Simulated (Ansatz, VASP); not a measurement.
**CaO in VASP and in Ansatz**

INCAR

```
PREC = Accurate
ENCUT = 520
EDIFF = 1E-6
ISMEAR = 0
SIGMA = 0.01
LREAL = False
LASPH = True
NELM = 100
ALGO = Normal
ISIF = 2
LWAVE = False
LCHARG = False
GGA = PE
NBANDS = 15
```

KPOINTS

```
regular mesh
0
Gamma
  8 8 8
```

The input POSCAR:

```
CaO
1.0
    2.9338573267      0.0000000000      0.0000000000
    0.0000000000      2.9338573267      0.0000000000
    0.0000000000      0.0000000000      2.9338573267
Ca O
1 1
Direct
    0.0000000000      0.0000000000      0.0000000000
    0.5000000000      0.5000000000      0.5000000000
```

Input for Ansatz:

```yaml
crystal:
  lattice:
    - [2.9338573267, 0.0, 0.0]
    - [0.0, 2.9338573267, 0.0]
    - [0.0, 0.0, 2.9338573267]
  atoms:
    - { symbol: Ca, position: [0.0, 0.0, 0.0] }
    - { symbol: O, position: [0.5, 0.5, 0.5] }
kpoints:
  mp_grid: { grid: [8, 8, 8] }
hamiltonian:
  xc: pbe
scf:
  occupations: { method: fixed }
  n_extra_bands: 4
output:
  forces: true
  stress: true
  eigenvalues: true
```

Alike in both runs: task single point; functional PBE; k mesh 8 × 8 × 8; no spin polarisation.

```csv
,VASP,Ansatz
version,VASP 6.6.1,Ansatz 0.2.0
potentials or method,"VASP PAW PBE potentials, release 64 (Ca_sv, O)","plane waves, PAW"
plane-wave cutoff (eV),520,420
occupations,"gaussian, width 0.01 eV",fixed
valence electrons in the cell,16,16
```

|  | VASP | Ansatz | Ansatz less VASP |
| --- | --- | --- | --- |
| gap on the k mesh at the Fermi level (eV) | 2.77 | 2.78 | +0.013 |
| pressure (GPa) | 0.6 | 0.0 | -0.58 |

A k mesh can miss the band edges.
